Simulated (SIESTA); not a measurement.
Runs of SIESTA 5.4.2 on ZnCu2SnSe4. Symmetry: I-4, No. 82, tetragonal system. The conventional cell has a = 5.771 Å, b = 5.771 Å, c = 11.480 Å, α = 90.00°, β = 90.00°, γ = 90.00°. Sn (site symmetry -4) has 4 Se at 2.62 Å as nearest neighbours. Se (site symmetry 1) has 2 Cu at 2.44 Å and 1 Zn at 2.49 Å and 1 Sn at 2.62 Å as nearest neighbours. Zn (site symmetry -4) has 4 Se at 2.49 Å as nearest neighbours. Cu (site symmetry -4) is surrounded by 4 Se at 2.44 Å. Around Cu (site symmetry -4) lie 4 Se at 2.44 Å. The cell comes from a database or a generator and needn't be the stable form of this composition.

| task | level | potentials or basis | cell | k mesh | gap on the mesh (eV) | pressure (GPa) | largest force (eV/Å) |
| --- | --- | --- | --- | --- | --- | --- | --- |
| single point | PBE | PseudoDojo 0.4 standard (PBE files), DZP (energy shift 0.003 Ry; two zetas on semicore shells) | atoms moved at random, drawn with an rms of 0.05 Å | 7 × 7 × 7 | none | 1.3 | 0.53 |
| single point | PBE | PseudoDojo 0.4 standard (PBE files), DZP (energy shift 0.003 Ry; two zetas on semicore shells) | as given | 7 × 7 × 7 | none | 1.3 | 0.21 |
| band structure | PBE | PseudoDojo 0.4 standard (PBE files), DZP (energy shift 0.003 Ry; two zetas on semicore shells) | as given | 7 × 7 × 7 | none | 1.3 | 0.21 |
| band structure | LDA | PseudoDojo 0.4 standard (LDA files), DZP (energy shift 0.003 Ry; two zetas on semicore shells) | as given | 7 × 7 × 7 | none | -4.0 | (a) |

Alike in all rows: no spin polarisation; smearing fermi-dirac 0.05 eV; grid cutoff 800 Ry; energy shift 0.003 Ry.

Question: Fill in the values left out.

Answer: (a) 0.27.

Caveats: short orbitals over semicore shells can move pressures by several GPa; the valence orbitals were made in a potential fitted to the semicore shell under them, which widens gaps by tenths of an eV or more; the basis of atomic orbitals isn't converged, which shifts pressures, moduli and gaps; the run has no spin polarisation, though such a crystal can be magnetic; spin-orbit coupling is left out, which moves the levels of the heavy elements (some runs).

A k mesh can miss the band edges, and the runs leave out spin-orbit coupling on Se, Sn.

A gap of «none» marks a metal or a gap under the smearing width.
